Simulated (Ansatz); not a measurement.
TiCo: a vibration from a frozen displacement

Theory: DFT PBE, scalar-relativistic, plane waves, PAW (Ansatz 0.2.0). Cutoff 420 eV, Γ-centred 16×16×16 k-points, Gaussian smearing of 0.15 eV. Collinear spins, started from moments 0.0, 0.6 μB in atom order; the magnetic state may not be the lowest. Energies are free energies at this smearing, counted from the undisturbed cell; pressure is positive in compression.

The undisturbed cell (as given, not relaxed at this level; it stands at -0.1 GPa, and it needn't be the usual structure):

```
Ti Co
1.0
     2.98611    0.00000    0.00000
     0.00000    2.98611    0.00000
     0.00000    0.00000    2.98611
Ti Co
1 1
Cartesian
  0.0000 0.0000 0.0000
  1.4931 1.4931 1.4931
```

Every Ti atom is moved by x along the Cartesian unit vector (0.000, 0.000, 1.000); the cell and all other atoms stay fixed. The cell's volume is 26.63 Å³; the moved atoms weigh 47.867 u together and the others 58.933 u. Some rows repeat others by symmetry and weren't run.

```csv
x (Å),ΔE (meV/cell),total force on the moved atoms along the move (eV/Å),pressure (GPa)
-0.1000,24.97,0.4974,0.3683
-0.0875,19.14,0.4361,0.2576
-0.0750,14.07,0.3744,0.1619
-0.0625,9.78,0.3125,0.0788
-0.0500,6.26,0.2502,0.0117
-0.0375,3.52,0.1878,-0.0404
-0.0250,1.57,0.1253,-0.0782
-0.0125,0.39,0.0627,-0.1013
0.0000,0.00,0.0000,-0.1079
0.0125,0.39,-0.0627,-0.1013
0.0250,1.57,-0.1253,-0.0782
0.0375,3.52,-0.1878,-0.0404
0.0500,6.26,-0.2502,0.0117
0.0625,9.78,-0.3125,0.0788
0.0750,14.07,-0.3744,0.1619
0.0875,19.14,-0.4361,0.2576
0.1000,24.97,-0.4974,0.3683
```

What frequency belongs to this motion?

The force constant is k = −dF/dx = 5.016 eV/Å², from the parabola through x = -0.0125, 0 and 0.0125. In every cell the moved atoms swing against the rest, so the mass is μ = m₁m₂/(m₁ + m₂) = 26.413 u, and ν̃ = 521.5 cm⁻¹ × √(|k|/μ) = 227 cm⁻¹. To first order in x, and within 1 %, the force on every atom lies along the move and, within each of the two groups, in proportion to the atom's mass, so this is itself a mode at the zone centre of this cell.

How far does the harmonic law reach?

At x = -0.100 Å, kx²/2 = 25.08 meV against the computed 24.97 meV (-0.4 %): the well is still close to harmonic there.

In a metal these slopes depend on the k mesh and the smearing.